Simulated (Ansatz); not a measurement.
**BAs: computed properties**

Method: Ansatz, DFT PBE, scalar-relativistic, plane waves, PAW.

Cutoff 420 eV; k points 6×6×8 on the computed 8-atom cell (Γ-centred); Gaussian smearing, width 0.02 eV; no spin polarisation.

The structure is relaxed at this level of theory with its symmetry kept, and needn't be the ground state of this composition.

```yaml
crystal:
  lattice:
    - [5.88834, 0.00000, 0.00000]
    - [0.00000, 5.88834, 0.00000]
    - [0.00000, 0.00000, 3.38959]
  atoms:
    - { symbol: B, position: [0.67727, 0.67727, 0.00000] }
    - { symbol: B, position: [0.17727, 0.82273, 0.50000] }
    - { symbol: B, position: [0.82273, 0.17727, 0.50000] }
    - { symbol: B, position: [0.32273, 0.32273, 0.00000] }
    - { symbol: As, position: [0.81861, 0.81861, 0.50000] }
    - { symbol: As, position: [0.18139, 0.18139, 0.50000] }
    - { symbol: As, position: [0.68139, 0.31861, 0.00000] }
    - { symbol: As, position: [0.31861, 0.68139, 0.00000] }
```

(1) Formation energy from the elements' standard states (uncorrected)?

(2) Kohn–Sham band gap?

(3) Orbital (Löwdin) character of the top 1 eV of the valence band?

(4) Orbital (Löwdin) character of the lowest 1 eV of the conduction band?

(5) Bader charge by site (e)?

## Answers

(1) +0.091 eV/atom.

(2) 0.80 eV.

(3) B 2p 52 %, As 4p 45 %.

(4) B 2p 35 %, As 4p 21 %, B 2s 20 %, As 4s 14 %, unprojected 10 %.

(5) B (4 in the cell) 0.11, As (4 in the cell) -0.11.

The cell was found from a structure generator's guess, not taken from experiment. Kohn–Sham gaps at this level usually fall short of measured ones. Löwdin shares on free-atom orbitals overweight diffuse shells in the empty bands.
